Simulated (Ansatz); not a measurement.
## Te₂Mo under strain — field gradients at the nuclei

The cell is an entry of the Crystallography Open Database (COD), relaxed with PBE at fixed cell and then changed (z compressed by 1 %, ions relaxed).

```yaml
crystal:
  lattice:
    - [6.33000, 0.00000, 0.00000]
    - [0.00000, 3.46900, 0.00000]
    - [-0.94679, 0.00000, 13.68935]
  atoms:
    - { symbol: Te, position: [0.55677, 0.75000, 0.34901] }
    - { symbol: Te, position: [0.44323, 0.25000, 0.65099] }
    - { symbol: Te, position: [0.58789, 0.25000, 0.10480] }
    - { symbol: Te, position: [0.41211, 0.75000, 0.89520] }
    - { symbol: Te, position: [0.09654, 0.75000, 0.15141] }
    - { symbol: Te, position: [0.90346, 0.25000, 0.84859] }
    - { symbol: Te, position: [0.05461, 0.25000, 0.39485] }
    - { symbol: Te, position: [0.94539, 0.75000, 0.60515] }
    - { symbol: Mo, position: [0.32073, 0.75000, 0.50675] }
    - { symbol: Mo, position: [0.67927, 0.25000, 0.49325] }
    - { symbol: Mo, position: [0.18140, 0.25000, 0.00783] }
    - { symbol: Mo, position: [0.81860, 0.75000, 0.99217] }
```

Atom numbers follow the list; atoms alike are taken as one site, whose name carries the number of the first.

The numbers come from a DFT calculation in Ansatz (PBE, plane waves and PAW, scalar-relativistic, 420 eV cutoff, Γ-centred 7×13×4 k-points, Fermi–Dirac smearing 0.05 eV).

C_Q = eQV_zz/h, which is 24.18 MHz for Q = 1 b and V_zz = 10²¹ V/m²; η = (V_xx − V_yy)/V_zz. Directions are in the Cartesian axes of the cell vectors above, for the atom listed; none is given where the gradient is under 0.02 or η is above 0.95.

```
site  first atom                          first shell  V_zz (10²¹ V/m²)     η  direction of V_zz (x, y, z)
 Te1           1                  3 Mo at 2.70–2.71 Å            -14.73  0.78              -0.16 0.00 0.99
 Te3           3                  3 Mo at 2.80–2.81 Å              20.6  0.52               0.00 1.00 0.00
 Te5           5                       3 Mo at 2.71 Å            -15.34  0.66               0.14 0.00 0.99
 Te7           7                  3 Mo at 2.80–2.81 Å              20.0  0.49               0.00 1.00 0.00
 Mo9           9  6 Te at 2.70–2.81 Å, 2 Mo at 2.87 Å             -7.03  0.77              0.78 0.00 -0.63
Mo11          11  6 Te at 2.71–2.81 Å, 2 Mo at 2.87 Å             -7.21  0.77               0.77 0.00 0.64
```

The run finds no gap above 0.1 eV (a metal, or nearly one), so the gradients can move by 10 % or more with the k-mesh. Without spin–orbit coupling the gradients at and beside Te can be off by some per cent, at some sites by more.

The relaxation (3 steps) took 1.8 min of wall time (7 min of CPU time) and 3.1 GiB at its peak, on 4 threads of Intel Xeon Platinum 8375C CPU @ 2.90GHz (Ice Lake) (x86_64; 16 cores open to the job, memory cap 8.0 GiB, no GPU), a shared host with a load of 0.3 a core.
